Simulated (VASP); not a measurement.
The system is RbCl.

```
Rb Cl
1.0
     0.00000    3.27400    3.27400
     3.27400    0.00000    3.27400
     3.27400    3.27400    0.00000
Rb Cl
1 1
Direct
  0.00000 0.00000 0.00000
  0.50000 0.50000 0.50000
```

* Program: VASP 6.6.1
* Task: relaxation of cell and atoms
* Functional: PBE
* Potentials or basis: VASP PAW PBE potentials, release 64 (Rb_sv, Cl)
* Cutoff: 600 eV
* k mesh: 8 × 8 × 8
* Occupations: gaussian, width 0.03 eV
* Spin: no spin polarisation

At the start: pressure 1.2 GPa; volume 35.09 Å³/atom.

How do energy, volume and symmetry change on relaxing?

Over 5 steps the energy falls by 8.8 meV/atom and the volume is 37.60 Å³/atom (+7.1 %); space group Fm-3m (No. 225, to 0.05 Å).

Step by step:
| step | energy change (eV) | largest force (eV/Å) | pressure (GPa) | volume (Å³) |
| --- | --- | --- | --- | --- |
| 1 | 0.0000 | 0.0000 | 1.18 | 70.19 |
| 2 | -0.0139 | 0.0000 | 0.52 | 72.86 |
| 3 | -0.0150 | 0.0000 | -0.34 | 77.38 |
| 4 | -0.0175 | 0.0000 | -0.05 | 75.50 |
| 5 | -0.0176 | 0.0000 | 0.01 | 75.21 |

Final structure:
```cif
data_structure
_symmetry_space_group_name_H-M 'P 1'
_symmetry_Int_Tables_number 1
_cell_length_a 4.7379
_cell_length_b 4.7379
_cell_length_c 4.7379
_cell_angle_alpha 60.000
_cell_angle_beta 60.000
_cell_angle_gamma 60.000
_cell_volume 75.21
loop_
_atom_site_label
_atom_site_type_symbol
_atom_site_fract_x
_atom_site_fract_y
_atom_site_fract_z
_atom_site_occupancy
Rb1 Rb 0.00000 0.00000 0.00000 1
Cl1 Cl 0.50000 0.50000 0.50000 1
```
